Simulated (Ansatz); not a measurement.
A run of Ansatz 0.2.0 is set up as follows.

input.yaml

```yaml
crystal:
  lattice:
    - [-1.6749232544, 1.6749232544, 5.7401081759]
    - [1.6749232544, -1.6749232544, 5.7401081759]
    - [1.6749232544, 1.6749232544, -5.7401081759]
  atoms:
    - { symbol: Nb, position: [0.2498808, 0.7498808, 0.5] }
    - { symbol: Nb, position: [0.4998808, 0.4998808, 0.0] }
    - { symbol: P, position: [0.83274777, 0.33274777, 0.5] }
    - { symbol: P, position: [0.08274777, 0.08274777, 0.0] }
hamiltonian:
  xc: pbesol
  pseudopotentials: { kind: paw }
kpoints:
  mp_grid: { grid: [11, 11, 11] }
scf:
  occupations: { method: fermi_dirac, width: 0.05 }
output:
  forces: true
  stress: true
  eigenvalues: true
relax:
  f_tol: 0.01
  max_steps: 40
  cell: { stress_tol: 0.05 }
```

Potentials or basis: Ansatz PAW.

The run is started by

```bash
$ ansatz run input.yaml --threads 2 --pin off --max-ram 5632MiB --backend cpu --events-out ev --progress --plain --runs-dir out
```

Predict the band gap on the k mesh.

0.06 eV, indirect (least direct gap 0.08 eV).

What does it give for the relaxed volume?

15.56 Å³/atom.

Final structure:
```yaml
crystal:
  lattice:
    - [-1.66017, 1.66017, 5.64575]
    - [1.66017, -1.66017, 5.64575]
    - [1.66017, 1.66017, -5.64575]
  atoms:
    - { symbol: Nb, position: [0.25019, 0.75019, 0.50000] }
    - { symbol: Nb, position: [0.50019, 0.50019, 0.00000] }
    - { symbol: P, position: [0.83244, 0.33244, 0.50000] }
    - { symbol: P, position: [0.08244, 0.08244, 0.00000] }
```

Caveat: odd divisions of the mesh miss points on the zone boundary, where band edges often lie, so the gap on the mesh can be too wide; the plane-wave basis is chosen anew once the cell has moved, so the energies of steps on either side of that aren't comparable; the PAW data sets come from PBE, with cores solved anew for the run's functional, which leaves a small shift of forces and pressure. A k mesh can miss the band edges.
